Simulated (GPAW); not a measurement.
Runs of GPAW 26.7.0 on Zr. It takes space group P6_3/mmc (No. 194, hexagonal). The conventional cell has a = 3.232 Å, b = 3.232 Å, c = 5.147 Å, α = 90.00°, β = 90.00°, γ = 120.00°. Zr (site symmetry -6m2) is surrounded by 12 Zr at 3.18 to 3.23 Å. 

```tsv
task	level	potentials or basis	cell	k mesh	smearing	optimizer	fmax	max steps	convergence	band path	gap on the mesh (eV)	pressure (GPa)	relaxed volume (Å³/atom)
relaxation of cell and atoms	revPBE+D3(BJ)	the program's PAW data sets (release 1.2.1) made for this functional, pw	relaxed	9 × 9 × 5	fermi-dirac 0.05 eV	LBFGS	0.01 eV/Å	60	density=1e-05 forces=0.0001	-	none	0.0	22.03
single point	PBE	GPAW PAW data sets (gpaw-data 1.2.1), pw	as given	9 × 9 × 5	gaussian 0.015 eV	-	-	-	-	-	none	0.2	-
band structure	PBEsol	PAW data sets generated in the run's folder for this functional, pw	as given	9 × 9 × 5	fermi-dirac 0.05 eV	-	-	-	-	GMKGALHA,LM,KH	-	(a)	-
relaxation of cell and atoms	PBE+D3(BJ)	GPAW PAW data sets (gpaw-data 1.2.1), pw	relaxed	9 × 9 × 5	fermi-dirac 0.05 eV	FIRE	0.05 eV/Å	40	density=1e-05 forces=0.0001	-	none	0.0	(b)
relaxation of cell and atoms	LDA	the program's PAW data sets (release 1.2.1) made for this functional, pw	relaxed	9 × 9 × 5	fermi-dirac 0.05 eV	BFGS	0.01 eV/Å	100	density=1e-05 forces=0.0001	-	none	0.0	21.70
relaxation of cell and atoms	RPBE+D4	the program's PAW data sets (release 1.2.1) made for this functional, pw	relaxed	9 × 9 × 5	fermi-dirac 0.05 eV	BFGS	0.02 eV/Å	100	density=1e-05 forces=0.0001	-	none	0.0	23.31
relaxation of cell and atoms	PBE+D3	GPAW PAW data sets (gpaw-data 1.2.1), pw	relaxed	7 × 7 × 4	fermi-dirac 0.05 eV	BFGS	0.02 eV/Å	60	-	-	none	0.1	22.44
```

Alike in all rows: no spin polarisation; cutoff (eV) 600.

Question: Estimate the missing entries.

Answer: (a) -3.6; (b) 22.38.

Caveats: later steps reuse the first step's grids (some runs); pairwise dispersion overbinds metals, which lowers pressure and volume (some runs).

A k mesh can miss the band edges, and the runs leave out spin-orbit coupling on Zr.

A gap of «none» marks a metal or a gap under the smearing width.

Not every run made on this cell is shown here.
